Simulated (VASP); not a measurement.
# Si (P6_3/mmc) in VASP: single point with PBEsol

Aim: the single point of Si with PBEsol.

Program: VASP 6.6.1. These are calculated values, not measurements. Logs are shortened: lines on timing, memory, paths and dates and some standing lists are left out, and cuts for length are marked.

## 1. Starting point

The structure is hexagonal, space group P6_3/mmc (No. 194). The conventional cell has a = 3.825 Å, b = 3.825 Å, c = 6.324 Å, α = 90.00°, β = 90.00°, γ = 120.00°. Si (site symmetry 3m) has 4 Si at 2.35 to 2.37 Å as nearest neighbours.

This isn't the form of Si at room conditions, which is diamond.

## 2. Single point, PBEsol

INCAR

```
SYSTEM = Si
  PREC = Accurate
  ENCUT = 520
  EDIFF = 1E-6
  ISMEAR = 0
  SIGMA = 0.01
  LREAL = .FALSE.
  LASPH = .TRUE.
  NELM = 100
  ALGO = Fast
  ISIF = 2
  LWAVE = .FALSE.
  LCHARG = .FALSE.
  GGA = PS
  NBANDS = 16
```

KPOINTS

```
Automatic mesh
0
G
  18 18 10
  0 0 0
```

POSCAR

```
Si
1.0
    3.8248883555      0.0000000000      0.0000000000
   -1.9124441778      3.3124504825      0.0000000000
    0.0000000000      0.0000000000      6.3243008766
Si
4
Direct
    0.3333333333      0.6666666667      0.0629975439
    0.6666666667      0.3333333333      0.5629975439
    0.3333333333      0.6666666667      0.4370024561
    0.6666666667      0.3333333333      0.9370024561
```

Potentials or basis: VASP PAW PBE potentials, release 64 (Si).

Launch:

```console
$ cat potpaw_PBE.64/Si/POTCAR > POTCAR
$ mpirun -np 1 vasp_std > vasp.out
```

OUTCAR:

```text
SYSTEM = Si
   PREC = Accurate
   ENCUT = 520
   EDIFF = 1E-6
   ISMEAR = 0
   LREAL = .FALSE.
   LASPH = .TRUE.
   NELM = 100
   ISIF = 2
   GGA = PS

 ion  position               nearest neighbor table
   1  0.333  0.667  0.063-   4 2.35   4 2.35   4 2.35   3 2.37
   2  0.667  0.333  0.563-   3 2.35   3 2.35   3 2.35   4 2.37
   3  0.333  0.667  0.437-   2 2.35   2 2.35   2 2.35   1 2.37
   4  0.667  0.333  0.937-   1 2.35   1 2.35   1 2.35   2 2.37

  LATTYP: Found a hexagonal cell.
 ALAT       =     3.8248883555
 C/A-ratio  =     1.6534602553

  Lattice vectors:

 A1 = (   3.8248883555,   0.0000000000,   0.0000000000)
 A2 = (  -1.9124441778,   3.3124504825,   0.0000000000)
 A3 = (   0.0000000000,   0.0000000000,   6.3243008766)

Analysis of symmetry for initial positions (statically):
=====================================================================
 Subroutine PRICEL returns:
 Original cell was already a primitive cell.

 Routine SETGRP: Setting up the symmetry group for a
 hexagonal supercell.

 Subroutine GETGRP returns: Found 24 space group operations
 (whereof 12 operations were pure point group operations)
 out of a pool of 24 trial point group operations.

The static configuration has the point symmetry D_3d.
 The point group associated with its full space group is D_6h.

Analysis of symmetry for dynamics (positions and initial velocities):
=====================================================================
 Subroutine PRICEL returns:
 Original cell was already a primitive cell.

 Routine SETGRP: Setting up the symmetry group for a
 hexagonal supercell.

 Subroutine GETGRP returns: Found 24 space group operations
 (whereof 12 operations were pure point group operations)
 out of a pool of 24 trial point group operations.

The dynamic configuration has the point symmetry D_3d.
 The point group associated with its full space group is D_6h.

 Subroutine INISYM returns: Found 24 space group operations
 (whereof 12 operations are pure point group operations),
 and found     1 'primitive' translations

----------------------------------------------------------------------------------------

                                     Primitive cell

  volume of cell :      80.1273

  direct lattice vectors                    reciprocal lattice vectors
     3.824888356  0.000000000  0.000000000     0.261445540  0.150945653  0.000000000
[... 94 lines left out ...]
   IBRION =     -1    ionic relax: 0-MD 1-quasi-New 2-CG
   NFREE  =      0    steps in history (QN), initial steepest desc. (CG)
   ISIF   =      2    stress and relaxation
   ISYM   =      2    0-nonsym 1-usesym 2-fastsym
   POTIM  = 0.5000    time-step for ionic-motion
   TEBEG  =    0.0;   TEEND  =   0.0 temperature during run
   PSTRESS=    0.0 pullay stress
   NELECT =      16.0000    total number of electrons
   NUPDOWN=      -1.0000    fix difference up-down
   EMIN   =  10.00;   EMAX   =-10.00  energy-range for DOS
   EFERMI =   0.00;   METHOD = LEGACY
   ISMEAR =     0;   SIGMA  =   0.01  broadening in eV -4-tet -1-fermi 0-gaus
   EFERMI_NEDOS =   21; number of points for ismear=-14 and -15
   IALGO  =     68    algorithm
   IMIX   =      4    mixing-type and parameters
     AMIX     =   0.40;   BMIX     =  1.00
     AMIX_MAG =   1.60;   BMIX_MAG =  1.00
  volume/ion in A,a.u.               =      20.03       135.18
  Fermi-wavevector in a.u.,A,eV,Ry     =   0.956874  1.808229 12.457592  0.915607
  Thomas-Fermi vector in A             =   2.085841
   LORBIT       =      0    0 simple, 1 ext, 2 COOP (PROOUT), +10 PAW based schemes
   GGA     = PS    functional components
   LHFCALC =     F    Hartree Fock is set to
   AEXX    =    0.0000 exact exchange contribution
   IVDW    =     0    specifies the selected vdW correction
   LEPSILON=     F    determine dielectric tensor
   LRPA    =     F    only Hartree local field effects (RPA)
 non-spin polarized calculation
 RMM-DIIS sequential band-by-band and
 Gauss-broadening in eV      SIGMA  =   0.01
  energy-cutoff  :      520.00
  volume of cell :       80.13
 maximum number of plane-waves:      2187
   NGX = 15   NGY = 15   NGZ = 23

 number of electron      15.9999999 magnetization

 Free energy of the ion-electron system (eV)
  ---------------------------------------------------
  ext. energy  EPLUGINS =         0.00000000
  ---------------------------------------------------
  free energy    TOTEN  =       -22.94880489 eV

  energy without entropy =      -22.94880489  energy(sigma->0) =      -22.94880489

 E-fermi :   6.1052     XC(G=0):  -9.5462

 val. band max:        6.0452392597   @ k =   0.0000   0.0000   0.0000
 cond. band min:       6.3341133188   @ k =   0.5000   0.0000   0.0000
 fundamental gap:      0.2888740590
 Fermi energy:         6.1052265600

 k-point     1 :       0.0000    0.0000    0.0000
  band No.  band energies     occupation
      1      -6.2165      2.00000
      2      -3.9062      2.00000
      3      -1.2448      2.00000
      4       4.5103      2.00000
      5       4.5103      2.00000
      6       5.6856      2.00000
[... 433 lines left out ...]
      3      -1.6926      2.00000
      4       0.2993      2.00000
      5       1.2761      2.00000
      6       2.3494      2.00000
[... 8 lines left out ...]
     15      12.3827      0.00000
     16      13.2674      0.00000

 [... further k-points ...]

------------------------ aborting loop because EDIFF is reached ----------------------------------------

  FORCE on cell =-STRESS in cart. coord.  units (eV):
  Direction    XX          YY          ZZ          XY          YZ          ZX
  --------------------------------------------------------------------------------------
  -------------------------------------------------------------------------------------
  Total        0.0463835      0.0463835      0.0521668     -0.0000000      0.0000000      0.0000000
  in kB        0.9274556      0.9274556      1.0430949     -0.0000000      0.0000000      0.0000000
  external PRESSURE =       0.9660020 kB  Pullay stress =       0.0000000 kB

 VOLUME and BASIS-vectors are now :
 -----------------------------------------------------------------------------
  energy-cutoff  :      520.00
  volume of cell :       80.13
      direct lattice vectors                 reciprocal lattice vectors
     3.824888356  0.000000000  0.000000000     0.261445540  0.150945653  0.000000000
    -1.912444178  3.312450483  0.000000000     0.000000000  0.301891305  0.000000000
     0.000000000  0.000000000  6.324300877     0.000000000  0.000000000  0.158120244

 POSITION                                       TOTAL-FORCE (eV/Angst)
 -----------------------------------------------------------------------------------
     -0.00000      2.20830      0.39842         0.000000     -0.000000      0.001648
      1.91244      1.10415      3.56057        -0.000000      0.000000      0.001648
     -0.00000      2.20830      2.76374         0.000000     -0.000000     -0.001648
      1.91244      1.10415      5.92589        -0.000000     -0.000000     -0.001648
 -----------------------------------------------------------------------------------
    total drift:                               -0.000000      0.000000     -0.000000

  FREE ENERGIE OF THE ION-ELECTRON SYSTEM (eV)
  ---------------------------------------------------
  free  energy   TOTEN  =       -22.9488048885 eV

  energy  without entropy=      -22.9488048885  energy(sigma->0) =      -22.94880489
```

OSZICAR:

```text
N       E                     dE             d eps       ncg     rms          rms(c)
DAV:   1     0.242850433959E+02    0.24285E+02   -0.59471E+03  7104   0.817E+02
DAV:   2    -0.215344812344E+02   -0.45820E+02   -0.41524E+02  9704   0.121E+02
DAV:   3    -0.233768129209E+02   -0.18423E+01   -0.18269E+01  9720   0.224E+01
DAV:   4    -0.233978207666E+02   -0.21008E-01   -0.21001E-01  8768   0.309E+00
DAV:   5    -0.233981788949E+02   -0.35813E-03   -0.35805E-03  9760   0.379E-01    0.702E+00
RMM:   6    -0.230880529230E+02    0.31013E+00   -0.11104E-01  7111   0.144E+00    0.421E+00
RMM:   7    -0.229467752137E+02    0.14128E+00   -0.24772E-01  7686   0.225E+00    0.244E-01
RMM:   8    -0.229482498701E+02   -0.14747E-02   -0.17133E-02  7581   0.738E-01    0.116E-01
RMM:   9    -0.229486812589E+02   -0.43139E-03   -0.38748E-03  8266   0.337E-01    0.124E-01
RMM:  10    -0.229487755360E+02   -0.94277E-04   -0.72092E-04  8040   0.171E-01    0.263E-02
RMM:  11    -0.229488024360E+02   -0.26900E-04   -0.21887E-04  8276   0.924E-02    0.228E-02
RMM:  12    -0.229488048689E+02   -0.24329E-05   -0.23570E-05  8828   0.333E-02    0.307E-02
RMM:  13    -0.229488048885E+02   -0.19663E-07   -0.62628E-06  7788   0.164E-02
   1 F= -.22948805E+02 E0= -.22948805E+02  d E =-.820190E-21
```

stdout:

```text
POSCAR found type information on POSCAR Si
 POSCAR found :  1 types and       4 ions
 scaLAPACK will be used
 -----------------------------------------------------------------------------
|                                                                             |
|                                                                             |
|     You enforced a specific xc type in the INCAR file but a different       |
|     I HOPE YOU KNOW WHAT YOU ARE DOING!                                     |
|                                                                             |
 -----------------------------------------------------------------------------

 LDA part: xc-table for (Slater+PW92), standard interpolation
 POSCAR, INCAR and KPOINTS ok, starting setup
 FFT: planning ... GRIDC
 FFT: planning ... GRID_SOFT
 FFT: planning ... GRID
 WAVECAR not read
 entering main loop
WARNING in EDDRMM: call to ZHEGV failed, returncode =   8  4     16
```

Wall time 2 min (1 thread of Intel Xeon Platinum 8488C (Sapphire Rapids), shared host); peak memory 0.33 GiB.

What came out:

```
Free energy            : -22.9488 eV
Pressure               : 0.1 GPa
Band gap on the k mesh : 0.29 eV, indirect (least direct gap 0.97 eV)
```

Levels at points of the mesh, in eV from the valence-band top:
| k point | band 5 | band 6 | band 7 | band 8 | band 9 | band 10 | band 11 | band 12 |
| --- | --- | --- | --- | --- | --- | --- | --- | --- |
| (0.00, 0.00, 0.00) | -1.53 | -0.36 | 0.00 | 0.00 | 0.97 | 1.94 | 1.94 | 2.29 |
| (0.50, 0.00, 0.00) | -4.74 | -3.09 | -3.06 | -1.45 | 0.29 | 2.27 | 2.88 | 3.04 |
| (0.00, 0.00, 0.50) | -0.94 | -0.94 | -0.94 | -0.94 | 1.75 | 1.75 | 2.92 | 2.92 |
| (0.50, 0.00, 0.50) | -2.49 | -2.49 | -2.45 | -2.45 | 0.81 | 0.81 | 1.55 | 1.55 |

Caveat: the PAW data sets were made with another functional, which shifts forces and pressure a little. A k mesh can miss the band edges.
